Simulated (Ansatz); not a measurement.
# HfS$_{2}$: what symmetry allows forces and stress to be

```xyz
3
Lattice="3.7352 0.0000 0.0000 -1.8676 3.2348 0.0000 0.0000 0.0000 6.1236" Properties=species:S:1:pos:R:3 pbc="T T T"
Hf    0.0000    0.0000    0.0000
S     1.8676    1.0783    4.6038
S     0.0000    2.1565    1.5198
```

All numbers below come from DFT PBE, scalar-relativistic, plane waves, PAW in Ansatz 0.2.0.

Cutoff 420 eV; k points 9×9×6 on the computed 3-atom cell (Γ-centred); Gaussian smearing, width 0.02 eV; no spin polarisation.

This distorted cell has space group P-3m1, with 12 operations.

Without a calculation: in which directions can each atom feel a force?

A force must be left unchanged by every operation that keeps its atom in place, so it lies in the space that those operations leave fixed. Atoms that the group maps onto each other feel forces of one size.
```tsv
atom	site symmetry	operations at the site	equivalent to atom	allowed force (Cartesian)
Hf1	-3m.	12	1	none
S2	3m.	6	2	along (0.00, 0.00, 1.00)
S3	3m.	6	2	along (0.00, 0.00, 1.00)
```

That leaves 1 independent force component of 9. A relaxation in this cell that keeps the symmetry moves the atoms in these directions alone.

And the stress tensor?

It must be invariant under the point group, which leaves 2 independent components: yz, xz, xy vanish; xx = yy.

Do the computed values obey this?

Yes. Forces (eV/Å):
```
Hf1  0.000  0.000  0.000
S2   0.000  0.000  1.198
S3   0.000  0.000 -1.198
```

Stress (GPa, compression positive, xx yy zz yz xz xy): -7.01 -7.01 -6.75 0.00 0.00 0.00. The program imposes the same operations on density, forces and stress, so this confirms the analysis and is no independent test of the calculation.

Spin–orbit coupling is left out, which can shift energies with elements as heavy as these. The cell holds layers, and where no dispersion correction was added their binding is poorly described.